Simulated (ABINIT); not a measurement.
The system is Nb.

```
Nb
1.0
    -1.66395    1.66395    1.66395
     1.66395   -1.66395    1.66395
     1.66395    1.66395   -1.66395
Nb
1
Direct
  0.00000 0.00000 0.00000
```

* Program: ABINIT 10.8.3 (patched build)
* Task: single point
* Functional: PBE
* Potentials or basis: JTH PAW PBE v2.0
* Cutoff: 435 eV
* k mesh: 11 × 11 × 11
* Occupations: fermi-dirac, width 0.05 eV
* Spin: no spin polarisation

On this cell: pressure -2.5 GPa; band gap on the k mesh none (metal or under the smearing width).

The same run follows on a disturbed copy (cell strained at random at fixed volume):

```
Nb
1.0
    -1.65481    1.66189    1.66310
     1.61189   -1.66978    1.62806
     1.70285    1.71781   -1.67098
Nb
1
Direct
  0.99711 0.99235 0.00528
```

**Question.** What does the disturbed cell give?

**Answer.** The energy (extrapolated to zero smearing) moves by +3.5 meV/atom; pressure -2.6 GPa; band gap on the k mesh none (metal or under the smearing width).

Stress tensor (GPa, compression positive):
```
-2.20 -0.71  0.43
-0.71 -4.03  0.21
 0.43  0.21 -1.54
```
